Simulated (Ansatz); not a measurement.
A surface is cut from this relaxed crystal of GaN:

```
Ga N
1.0
     0.00000    2.27424    2.27424
     2.27424    0.00000    2.27424
     2.27424    2.27424    0.00000
Ga N
1 1
Direct
  0.00000 0.00000 0.00000
  0.75000 0.75000 0.75000
```

Miller indices refer to the conventional cell of F-43m (No. 216), a = 4.548 Å, b = 4.548 Å, c = 4.548 Å, α = 90.00°, β = 90.00°, γ = 90.00°. The bulk's gap is 1.54 eV.

The calculation used Ansatz 0.2.0, DFT PBE, scalar-relativistic, plane waves, PAW. Cutoff 420 eV, Gaussian smearing of 0.05 eV, no spin polarisation. A dipole correction acts along the normal.

This cut of an insulator is polar or leaves open shells, so the slab is metallic here; real surfaces compensate by reconstruction or adsorbates.

A relaxed slab with low-index faces, about a nanometre thick, has these properties:

- Surface energy (mean of both faces): 2.81 J/m²
- Gap of the slab on the mesh: none (metal or semimetal)
- Work function: 3.83 eV (top), 6.35 eV (bottom)
- Dipole of the slab along +c, per cell: 0.12 e·Å

Task: Which low-index plane was cut, and which atoms end it?

Result: The (111) plane, with Ga in the top plane and N in the bottom one as cut, before relaxation. The planes from bottom to top: N, Ga, N, Ga, N, Ga, N, Ga, N, Ga.

Spin polarisation was left out, and a magnetic state may lie lower.

The reference crystal is the zinc-blende form of GaN, which isn't its usual structure.